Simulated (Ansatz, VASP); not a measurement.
## One calculation of CdSe, two programs

```xyz
2
Lattice="0.0000 3.1402 3.1402 3.1402 0.0000 3.1402 3.0577 3.0577 0.0825" Properties=species:S:1:pos:R:3 pbc="T T T"
Cd    0.0000    0.0000    0.0000
Se    4.6485    4.6485    4.7722
```

Alike in both runs: task single point; functional PBE; k mesh 10 × 10 × 10; occupations gaussian, width 0.05 eV; no spin polarisation.

|  | VASP | Ansatz |
| --- | --- | --- |
| version | VASP 6.6.1 | Ansatz 0.2.0 |
| potentials or method | VASP PAW PBE potentials, release 64 (Cd, Se) | scalar-relativistic, plane waves, PAW |
| plane-wave cutoff (eV) | 520 | 420 |
| valence electrons in the cell | 18 | 36 |

```tsv
	VASP	Ansatz	Ansatz less VASP
gap on the k mesh at the Fermi level (eV)	0.47	0.48	+0.002
least direct gap on the mesh (eV)	0.47	0.48	+0.002
pressure (GPa)	0.4	0.1	-0.25
largest component of the traceless stress (GPa)	1.11	1.09	-0.027
rms of the force components (eV/Å)	0.162	0.155	-0.0068
```

Atom by atom the forces differ by 0.007 eV/Å (rms over components). The functional is the same, so the differences come from potentials, cutoffs and numerics. The two sets of potentials don't hold the same shells in valence.
